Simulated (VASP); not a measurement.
# Se (P3_121) in VASP: a series of runs

The runs below take Se through single point, relaxation of cell and atoms, with HSE06, PBE.

Program: VASP 6.6.1. These are calculated values, not measurements. Logs are shortened: lines on timing, memory, paths and dates and some standing lists are left out, and cuts for length are marked.

### 1 The crystal as given

The structure is trigonal, space group P3_121 (No. 152). The conventional cell has a = 4.687 Å, b = 4.687 Å, c = 4.908 Å, α = 90.00°, β = 90.00°, γ = 120.00°. Around Se (site symmetry 2) lie 2 Se at 2.35 Å.

### 2 Single point, HSE06

POSCAR reads:

```
Se
1.0
    4.6868464458      0.0000000000      0.0000000000
   -2.3434232229      4.0589280857      0.0000000000
    0.0000000000      0.0000000000      4.9075341528
Se
3
Direct
    0.2078906034      0.0000000000      0.8333333333
    0.0000000000      0.2078906034      0.1666666667
    0.7921093966      0.7921093966      0.5000000000
```

INCAR.step1 reads:

```
SYSTEM = Se
PREC = Accurate
ENCUT = 520
EDIFF = 1E-5
ISMEAR = 0
SIGMA = 0.05
LREAL = .False.
LASPH = .True.
NELM = 100
ALGO = Normal
ISIF = 2
LWAVE = .True.
LCHARG = .False.
GGA = PE
NBANDS = 16
```

INCAR.step2 reads:

```
SYSTEM = Se
PREC = Accurate
ENCUT = 520
EDIFF = 1E-7
ISMEAR = 0
SIGMA = 0.05
LREAL = .False.
LASPH = .True.
NELM = 100
ALGO = Normal
ISIF = 2
LWAVE = .False.
LCHARG = .False.
GGA = PE
LHFCALC = .True.
HFSCREEN = 0.2079
PRECFOCK = Normal
ISTART = 1
NBANDS = 16
```

KPOINTS reads:

```
Automatic mesh
0
Gamma
  4 4 4
  0 0 0
```

Potentials or basis: VASP PAW PBE potentials, release 64 (Se).

Launch:

```sh
cat potpaw_PBE.64/Se/POTCAR > POTCAR
cp INCAR.step1 INCAR
mpirun -np 1 vasp_std > vasp.out
cp INCAR.step2 INCAR
mpirun -np 1 vasp_std > vasp.out
```

OUTCAR:

```text
SYSTEM = Se
   PREC = Accurate
   ENCUT = 520
   EDIFF = 1E-7
   ISMEAR = 0
   LREAL = .False.
   LASPH = .True.
   NELM = 100
   ISIF = 2
   GGA = PE
   LHFCALC = .True.
   HFSCREEN = 0.2079
   PRECFOCK = Normal
   ISTART = 1

 ion  position               nearest neighbor table
   1  0.208  0.000  0.833-   3 2.35   2 2.35
   2  0.000  0.208  0.167-   3 2.35   1 2.35
   3  0.792  0.792  0.500-   1 2.35   2 2.35

  LATTYP: Found a hexagonal cell.
 ALAT       =     4.6868464458
 C/A-ratio  =     1.0470866092

  Lattice vectors:

 A1 = (   4.6868464458,   0.0000000000,   0.0000000000)
 A2 = (  -2.3434232229,   4.0589280857,   0.0000000000)
 A3 = (   0.0000000000,   0.0000000000,   4.9075341528)

Analysis of symmetry for initial positions (statically):
=====================================================================
 Subroutine PRICEL returns:
 Original cell was already a primitive cell.

 Routine SETGRP: Setting up the symmetry group for a
 hexagonal supercell.

 Subroutine GETGRP returns: Found  6 space group operations
 (whereof  2 operations were pure point group operations)
 out of a pool of 24 trial point group operations.

The static configuration has the point symmetry C_2 .
 The point group associated with its full space group is D_3 .

Analysis of symmetry for dynamics (positions and initial velocities):
=====================================================================
 Subroutine PRICEL returns:
 Original cell was already a primitive cell.

 Routine SETGRP: Setting up the symmetry group for a
 hexagonal supercell.

 Subroutine GETGRP returns: Found  6 space group operations
 (whereof  2 operations were pure point group operations)
 out of a pool of 24 trial point group operations.

The dynamic configuration has the point symmetry C_2 .
 The point group associated with its full space group is D_3 .

 Subroutine INISYM returns: Found  6 space group operations
 (whereof  2 operations are pure point group operations),
 and found     1 'primitive' translations

----------------------------------------------------------------------------------------

                                     Primitive cell

  volume of cell :      93.3588

  direct lattice vectors                    reciprocal lattice vectors
     4.686846446  0.000000000  0.000000000     0.213363081  0.123185233  0.000000000
    -2.343423223  4.058928086  0.000000000     0.000000000  0.246370465  0.000000000
     0.000000000  0.000000000  4.907534153     0.000000000  0.000000000  0.203768322

  length of vectors
     4.686846446  4.686846446  4.907534153     0.246370465  0.246370465  0.203768322

  position of ions in fractional coordinates (direct lattice)
     0.207890603  0.000000000  0.833333333
     0.000000000  0.207890603  0.166666667
     0.792109397  0.792109397  0.500000000

  ion indices of the primitive-cell ions
   primitive index   ion index
                 1           1
                 2           2
                 3           3

----------------------------------------------------------------------------------------

 KPOINTS: Automatic mesh

Automatic generation of k-mesh.
 Grid dimensions read from file:
 generate k-points for:    4    4    4

 Generating k-lattice:

  Cartesian coordinates                     Fractional coordinates (reciprocal lattice)
     0.053340770  0.030796308  0.000000000     0.250000000  0.000000000  0.000000000
     0.000000000  0.061592616  0.000000000     0.000000000  0.250000000  0.000000000
     0.000000000  0.000000000  0.050942081     0.000000000  0.000000000  0.250000000

  Length of vectors
     0.061592616  0.061592616  0.050942081

  Shift w.r.t. Gamma in fractional coordinates (k-lattice)
     0.000000000  0.000000000  0.000000000

 Subroutine IBZKPT returns following result:
 ===========================================

 Found     13 irreducible k-points:

 Following reciprocal coordinates:
            Coordinates               Weight
  0.000000  0.000000  0.000000      1.000000
  0.250000 -0.000000  0.000000      6.000000
  0.500000 -0.000000  0.000000      3.000000
  0.250000  0.250000  0.000000      6.000000
  0.000000  0.000000  0.250000      2.000000
  0.250000 -0.000000  0.250000      6.000000
  0.000000  0.250000  0.250000      6.000000
  0.500000 -0.000000  0.250000      6.000000
  0.250000  0.250000  0.250000     12.000000
  0.000000  0.000000  0.500000      1.000000
  0.250000 -0.000000  0.500000      6.000000
  0.500000 -0.000000  0.500000      3.000000
  0.250000  0.250000  0.500000      6.000000
   k-points           NKPTS =     13   k-points in BZ     NKDIM =     64   number of bands    NBANDS=     16
   number of dos      NEDOS =    301   number of ions     NIONS =      3
   total plane-waves  NPLWV =  46656
   dimension x,y,z NGX =    36 NGY =   36 NGZ =   36
   dimension x,y,z NGXF=    72 NGYF=   72 NGZF=   72
   ions per type =               3
   NGX,Y,Z   is equivalent  to a cutoff of  12.77, 12.77, 12.20 a.u.
   NGXF,Y,Z  is equivalent  to a cutoff of  25.54, 25.54, 24.39 a.u.
 SYSTEM =  Se
   PREC   = accura    normal or accurate (medium, high low for compatibility)
   ISTART =      1    job   : 0-new  1-cont  2-samecut
   ICHARG =      0    charge: 1-file 2-atom 10-const
   ISPIN  =      1    spin polarized calculation?
   LNONCOLLINEAR =      F non collinear calculations
   LSORBIT =      F    spin-orbit coupling
   LASPH  =      T    aspherical Exc in radial PAW
   ENCUT  =  520.0 eV  38.22 Ry    6.18 a.u.   8.71  8.71  9.12*2*pi/ulx,y,z
   NELM   =    100;   NELMIN=  2; NELMDL=  0     # of ELM steps
   EDIFF  = 0.1E-06   stopping-criterion for ELM
   LREAL  =      F    real-space projection
   EDIFFG = 0.1E-05   stopping-criterion for IOM
   NSW    =      0    number of steps for IOM
   IBRION =     -1    ionic relax: 0-MD 1-quasi-New 2-CG
   NFREE  =      0    steps in history (QN), initial steepest desc. (CG)
   ISIF   =      2    stress and relaxation
   ISYM   =      3    0-nonsym 1-usesym 2-fastsym
   POTIM  = 0.5000    time-step for ionic-motion
   TEBEG  =    0.0;   TEEND  =   0.0 temperature during run
   PSTRESS=    0.0 pullay stress
   NELECT =      18.0000    total number of electrons
   NUPDOWN=      -1.0000    fix difference up-down
   EMIN   =  10.00;   EMAX   =-10.00  energy-range for DOS
   EFERMI =   0.00;   METHOD = LEGACY
   ISMEAR =     0;   SIGMA  =   0.05  broadening in eV -4-tet -1-fermi 0-gaus
   EFERMI_NEDOS =   21; number of points for ismear=-14 and -15
   IALGO  =     38    algorithm
   IMIX   =      1    mixing-type and parameters
     AMIX     =   0.40;   BMIX     =  1.00
     AMIX_MAG =   1.60;   BMIX_MAG =  1.00
  volume/ion in A,a.u.               =      31.12       210.01
  Fermi-wavevector in a.u.,A,eV,Ry     =   0.945759  1.787226 12.169871  0.894460
  Thomas-Fermi vector in A             =   2.073692
   LORBIT       =      0    0 simple, 1 ext, 2 COOP (PROOUT), +10 PAW based schemes
   GGA     = PE    functional components
   LHFCALC =     T    Hartree Fock is set to
   PRECFOCK=normal    Normal, Fast or Accurate (Low or Medium for compatibility)
   ENCUT4O =  -1.0   cutoff for four orbital integrals eV
   NKREDX  =     1    reduce k-point grid by
   NKREDY  =     1    reduce k-point grid by
   NKREDZ  =     1    reduce k-point grid by
   AEXX    =    0.2500 exact exchange contribution
   HFSCREEN=    0.2079 screening length (either q_TF or 0.3 A-1)
   HFSCREENC=   0.2079 screening length for correlation (either q_TF or 0.3 A-1)
   ENCUTFOCK=  -1.0 apply spherical cutoff to Coloumb kernel
   IVDW    =     0    specifies the selected vdW correction
   LEPSILON=     F    determine dielectric tensor
   LRPA    =     F    only Hartree local field effects (RPA)
 non-spin polarized calculation
 Gauss-broadening in eV      SIGMA  =   0.05
  energy-cutoff  :      520.00
  volume of cell :       93.36
 maximum number of plane-waves:      2533
 NGX is ok and might be reduce to    36
  NGX = 28; NGY = 28; NGZ = 28

 number of electron      18.0000000 magnetization

 Free energy of the ion-electron system (eV)
  ---------------------------------------------------
  ext. energy  EPLUGINS =         0.00000000
  ---------------------------------------------------
  free energy    TOTEN  =       -13.29501728 eV

  energy without entropy =      -13.29501728  energy(sigma->0) =      -13.29501728

 E-fermi :   1.1910     XC(G=0):  -6.8310

 val. band max:        0.9625996866   @ k =   0.5000  -0.0000   0.5000
 cond. band min:       3.3428556316   @ k =   0.0000   0.0000   0.5000
 fundamental gap:      2.3802559451
 Fermi energy:         1.1910372652

 k-point     1 :       0.0000    0.0000    0.0000
  band No.  band energies     occupation
      1     -16.0445      2.00000
      2     -11.5631      2.00000
      3     -11.5631      2.00000
      4      -3.2006      2.00000
      5      -3.2006      2.00000
      6      -2.7349      2.00000
[... 8 lines left out ...]
     15       8.5657      0.00000
     16      10.3870      0.00000

 k-point     2 :       0.2500   -0.0000    0.0000
  band No.  band energies     occupation
      1     -15.9156      2.00000
      2     -11.7229      2.00000
      3     -11.5631      2.00000
      4      -3.8480      2.00000
      5      -3.5147      2.00000
      6      -2.5386      2.00000
[... 8 lines left out ...]
     15       9.6581      0.00000
     16      10.7259      0.00000

 k-point     3 :       0.5000   -0.0000    0.0000
  band No.  band energies     occupation
      1     -15.7735      2.00000
      2     -11.9064      2.00000
      3     -11.5629      2.00000
      4      -4.1341      2.00000
      5      -3.7343      2.00000
      6      -2.3529      2.00000
[... 8 lines left out ...]
     15      10.7243      0.00000
     16      11.0273      0.00000

 k-point     4 :       0.2500    0.2500    0.0000
  band No.  band energies     occupation
      1     -15.7746      2.00000
      2     -11.8194      2.00000
      3     -11.6543      2.00000
      4      -4.0290      2.00000
      5      -3.8856      2.00000
      6      -2.1375      2.00000
[... 8 lines left out ...]
     15      10.2290      0.00000
     16      10.9930      0.00000

 k-point     5 :       0.0000    0.0000    0.2500
  band No.  band energies     occupation
      1     -15.7174      2.00000
      2     -13.3034      2.00000
      3      -9.9732      2.00000
      4      -3.8243      2.00000
      5      -3.0124      2.00000
      6      -2.6710      2.00000
[... 8 lines left out ...]
     15       9.1998      0.00000
     16       9.2443      0.00000

 k-point     6 :       0.2500   -0.0000    0.2500
  band No.  band energies     occupation
      1     -15.5956      2.00000
      2     -13.2619      2.00000
      3     -10.2345      2.00000
      4      -4.0918      2.00000
      5      -3.6536      2.00000
      6      -2.4922      2.00000
[... 8 lines left out ...]
     15       9.4204      0.00000
     16       9.8640      0.00000

 k-point     7 :       0.0000    0.2500    0.2500
  band No.  band energies     occupation
      1     -15.5947      2.00000
      2     -13.2677      2.00000
      3     -10.2168      2.00000
      4      -4.1487      2.00000
      5      -3.7303      2.00000
      6      -2.5477      2.00000
[... 8 lines left out ...]
     15       9.2220      0.00000
     16      10.3568      0.00000

 k-point     8 :       0.5000   -0.0000    0.2500
  band No.  band energies     occupation
      1     -15.4610      2.00000
      2     -13.2309      2.00000
      3     -10.4798      2.00000
      4      -4.3782      2.00000
      5      -4.0718      2.00000
      6      -2.6528      2.00000
[... 8 lines left out ...]
     15      10.4786      0.00000
     16      10.8956      0.00000

 k-point     9 :       0.2500    0.2500    0.2500
  band No.  band energies     occupation
      1     -15.4618      2.00000
      2     -13.2289      2.00000
      3     -10.4784      2.00000
      4      -4.3549      2.00000
      5      -4.1400      2.00000
      6      -2.6122      2.00000
[... 8 lines left out ...]
     15      10.0526      0.00000
     16      10.8279      0.00000

 k-point    10 :       0.0000    0.0000    0.5000
  band No.  band energies     occupation
      1     -14.7671      2.00000
      2     -14.7671      2.00000
      3      -9.2479      2.00000
      4      -4.2983      2.00000
      5      -2.7500      2.00000
      6      -2.7500      2.00000
[... 8 lines left out ...]
     15       9.4843      0.00000
     16      10.1267      0.00000

 k-point    11 :       0.2500   -0.0000    0.5000
  band No.  band energies     occupation
      1     -14.6878      2.00000
      2     -14.6504      2.00000
      3      -9.6019      2.00000
      4      -4.5932      2.00000
      5      -3.2595      2.00000
      6      -3.1286      2.00000
[... 8 lines left out ...]
     15       9.9499      0.00000
     16      10.4315      0.00000

 k-point    12 :       0.5000   -0.0000    0.5000
  band No.  band energies     occupation
      1     -14.6051      2.00000
      2     -14.5224      2.00000
      3      -9.9453      2.00000
      4      -4.9394      2.00000
      5      -3.6205      2.00000
      6      -3.4119      2.00000
[... 8 lines left out ...]
     15      10.4258      0.00000
     16      10.4847      0.00000

 k-point    13 :       0.2500    0.2500    0.5000
  band No.  band energies     occupation
      1     -14.5850      2.00000
      2     -14.5443      2.00000
      3      -9.9324      2.00000
      4      -4.8508      2.00000
      5      -3.7386      2.00000
      6      -3.6428      2.00000
[... 8 lines left out ...]
     15      10.0525      0.00000
     16      11.0501      0.00000

------------------------ aborting loop because EDIFF is reached ----------------------------------------

  FORCE on cell =-STRESS in cart. coord.  units (eV):
  Direction    XX          YY          ZZ          XY          YZ          ZX
  --------------------------------------------------------------------------------------
  -------------------------------------------------------------------------------------
  Total        0.0950535      0.0950535     -0.0954567      0.0000000      0.0000000      0.0000000
  in kB        1.6312600      1.6312600     -1.6381798      0.0000000      0.0000000      0.0000000
  external PRESSURE =       0.5414468 kB  Pullay stress =       0.0000000 kB

 VOLUME and BASIS-vectors are now :
 -----------------------------------------------------------------------------
  energy-cutoff  :      520.00
  volume of cell :       93.36
      direct lattice vectors                 reciprocal lattice vectors
     4.686846446  0.000000000  0.000000000     0.213363081  0.123185233  0.000000000
    -2.343423223  4.058928086  0.000000000     0.000000000  0.246370465  0.000000000
     0.000000000  0.000000000  4.907534153     0.000000000  0.000000000  0.203768322

 POSITION                                       TOTAL-FORCE (eV/Angst)
 -----------------------------------------------------------------------------------
      0.97435      0.00000      4.08961        -0.034560      0.000000      0.000000
     -0.48718      0.84381      0.81792         0.017280     -0.029930      0.000000
      1.85625      3.21512      2.45377         0.017280      0.029930     -0.000000
 -----------------------------------------------------------------------------------
    total drift:                                0.000000      0.000000      0.000000

  FREE ENERGIE OF THE ION-ELECTRON SYSTEM (eV)
  ---------------------------------------------------
  free  energy   TOTEN  =       -13.2950172817 eV

  energy  without entropy=      -13.2950172817  energy(sigma->0) =      -13.29501728
```

It took 23 min on 1 thread of Intel Xeon Platinum 8259CL at 2.50GHz (Skylake/Cascade Lake), shared host; peak memory 0.32 GiB.

What came out:

* Free energy: -13.2950 eV
* Pressure: 0.1 GPa
* Largest force: 0.035 eV/Å
* Band gap on the k mesh: 2.38 eV, indirect (least direct gap 2.60 eV)

Forces in eV/Å, atoms in the order of the input:
```
Se  -0.035  0.000  0.000
Se   0.017 -0.030  0.000
Se   0.017  0.030  0.000
```

Caveat: the PAW data sets were made with another functional, which shifts forces and pressure a little. A k mesh can miss the band edges.

(Continued in part 2 of 2.)
